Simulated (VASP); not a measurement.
Here is a VASP 6.6.1 calculation.

POSCAR

```
Li
1.0
   -1.7533835388      1.7533835388      1.7533835388
    1.7533835388     -1.7533835388      1.7533835388
    1.7533835388      1.7533835388     -1.7533835388
Li
1
Direct
    0.0000000000      0.0000000000      0.0000000000
```

The input INCAR.step1:

```
ALGO     = Normal         # electronic algorithm
EDIFF    = 1E-4           # SCF threshold, eV
ENCUT    = 520            # plane-wave cutoff, eV
GGA      = PE             # functional
ISMEAR   = -1             # smearing method
LASPH    = True           # aspherical terms in the spheres
LCHARG   = False          # write CHGCAR
LREAL    = False          # projectors in reciprocal space
LWAVE    = True           # write WAVECAR
NBANDS   = 8              # bands
NELM     = 100            # most SCF steps
PREC     = Accurate       # precision mode
SIGMA    = 0.05           # smearing width, eV
```

The input INCAR.step2:

```
ALGO     = Normal         # electronic algorithm
EDIFF    = 1E-8           # SCF threshold, eV
ENCUT    = 520            # plane-wave cutoff, eV
ISIF     = 2              # what is computed and relaxed
ISMEAR   = -1             # smearing method
ISTART   = 1            
LASPH    = True           # aspherical terms in the spheres
LCHARG   = False          # write CHGCAR
LEFG     = True         
LMIXTAU  = True         
LREAL    = False          # projectors in reciprocal space
LWAVE    = False          # write WAVECAR
METAGGA  = R2SCAN         # meta-GGA
NBANDS   = 8              # bands
NELM     = 100            # most SCF steps
PREC     = Accurate       # precision mode
SIGMA    = 0.05           # smearing width, eV
```

Contents of KPOINTS:

```
k-points
0
Gamma
  17 17 17
```

Potentials or basis: VASP PAW PBE potentials, release 64 (Li_sv).

The run is started by

```bash
$ cat potpaw_PBE.64/Li_sv/POTCAR > POTCAR
$ cp INCAR.step1 INCAR
$ mpirun -np 1 vasp_std > vasp.out
$ cp INCAR.step2 INCAR
$ mpirun -np 1 vasp_std > vasp.out
```

Problem. What does it give for the band gap on the k mesh?

Solution. None (metal or under the smearing width).

Electric field gradients, principal values (V/Å²):
| atom | Vxx | Vyy | Vzz |
| --- | --- | --- | --- |
| 1 Li | -0.003 | -0.003 | 0.007 |
